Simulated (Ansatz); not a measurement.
**TiAl3 and the effect of the dispersion correction**

The cell as given:

Symmetry: I4/mmm, No. 139, tetragonal system. Conventional cell: a = 3.822 Å, b = 3.822 Å, c = 8.561 Å, α = 90.00°, β = 90.00°, γ = 90.00°. Around Ti (site symmetry 4/mmm) lie 12 Al at 2.70 to 2.87 Å. Around Al (site symmetry -4m2) lie 8 Al at 2.70 to 2.87 Å and 4 Ti at 2.87 Å. Around Al (site symmetry 4/mmm) lie 4 Ti at 2.70 Å and 8 Al at 2.87 Å.

The cell comes from a database or a generator and needn't be the stable form of this composition.

Kept alike: task relaxation of cell and atoms; functional PBEsol; k mesh 10 × 10 × 10; occupations fermi-dirac, width 0.05 eV; no spin polarisation. Program: Ansatz, Ansatz PAW, cutoff 420 eV. The mesh is that of the run's cell of 4 atoms. No spin-orbit coupling.

| dispersion correction | volume (Å³/atom) |
| --- | --- |
| D3(BJ) | 14.985 |
| D3(BJ)-ATM | 15.071 |
| D4 | 15.305 |
| none | 15.566 |

The relaxations keep at least the cell's symmetry (I4/mmm). For a metal such a mesh leaves the last digits unconverged. Relaxations stop with a little pressure left, so the last digits of a volume or edge aren't settled. All rows use potentials made for PBE.

The volume runs from 14.985 (D3(BJ)) to 15.566 Å³/atom (none). Against no correction: D3(BJ) -3.7 %; D3(BJ)-ATM -3.2 %; D4 -1.7 %. Dispersion terms mostly attract and so lower the volume; the schemes' coefficients and damping set how far.

Every dispersion correction contracts TiAl3, but the size of the contraction depends so much on the scheme that it can't be read as the physical dispersion contribution. Cohesion here comes from metallic bonding and Ti d-Al p hybridisation, which the semilocal functional already describes without a correction. Pairwise terms built on atomic polarisabilities add attraction between close neighbours, while in the real metal the conduction electrons screen such interactions; some overbinding is therefore likely.

Adding the three-body term to D3(BJ) raises the volume from 14.985 to 15.071 Å³/atom, as expected for a close-packed arrangement, where compact triangles of atoms make this term repulsive. It recovers only a small part of the contraction. The weaker effect of D4 may reflect its charge-dependent coefficients.

The measured volume of TiAl3 is somewhat larger than even the uncorrected value, so the corrections worsen an existing underestimate, and the results give no reason to add one for this compound. Whether the contraction falls mainly along a or c can't be told from the volumes alone.
